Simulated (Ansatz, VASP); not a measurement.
**One calculation of GaN, two programs**

File INCAR:

```
SYSTEM = GaN
ALGO = Normal ; EDIFF = 1E-6
ENCUT = 520 ; GGA = PE
ISIF = 2 ; ISMEAR = 1
LASPH = .TRUE. ; LCHARG = .TRUE.
LELF = .TRUE. ; LREAL = .FALSE.
LVHAR = .TRUE. ; LWAVE = .FALSE.
NBANDS = 16 ; NELM = 100
PREC = Accurate ; SIGMA = 0.05
```

Contents of KPOINTS:

```
k-points
0
G
  6 6 6
  0 0 0
```

POSCAR

```
GaN
1.0
    0.0000000000      2.2489525415      2.2489525415
    2.2489525415      0.0000000000      2.2489525415
    2.2489525415      2.2489525415      0.0000000000
Ga N
1 1
Direct
    0.0000000000      0.0000000000      0.0000000000
    0.2500000000      0.2500000000      0.2500000000
```

Input for Ansatz:

```yaml
crystal:
  lattice:
    - [0.0, 2.2489525415, 2.2489525415]
    - [2.2489525415, 0.0, 2.2489525415]
    - [2.2489525415, 2.2489525415, 0.0]
  atoms:
    - { symbol: Ga, position: [0.0, 0.0, 0.0] }
    - { symbol: "N", position: [0.25, 0.25, 0.25] }
kpoints:
  mp_grid: { grid: [6, 6, 6] }
hamiltonian:
  xc: pbe
scf:
  occupations: { method: cold, width: 0.05 }
  n_extra_bands: 4
output:
  forces: true
  stress: true
  eigenvalues: true
```

Alike in both runs: task single point; functional PBE; k mesh 6 × 6 × 6; no spin polarisation.

|  | VASP | Ansatz |
| --- | --- | --- |
| version | VASP 6.6.1 | Ansatz 0.2.0 |
| potentials or method | VASP PAW PBE potentials, release 64 (Ga_d, N) | plane waves |
| plane-wave cutoff (eV) | 520 | 420 |
| occupations | methfessel-paxton of order 1, width 0.05 eV | cold, width 0.05 eV |
| valence electrons in the cell | 18 | 18 |

Ansatz gave:

```
gap on the k mesh at the Fermi level (eV) : 1.75
pressure (GPa)                            : 6.2
```

Which values does VASP return?

gap on the k mesh at the Fermi level (eV): 1.76; pressure (GPa): 6.2.

Expect the measured gap to be larger: semilocal functionals such as PBE lack the derivative discontinuity.
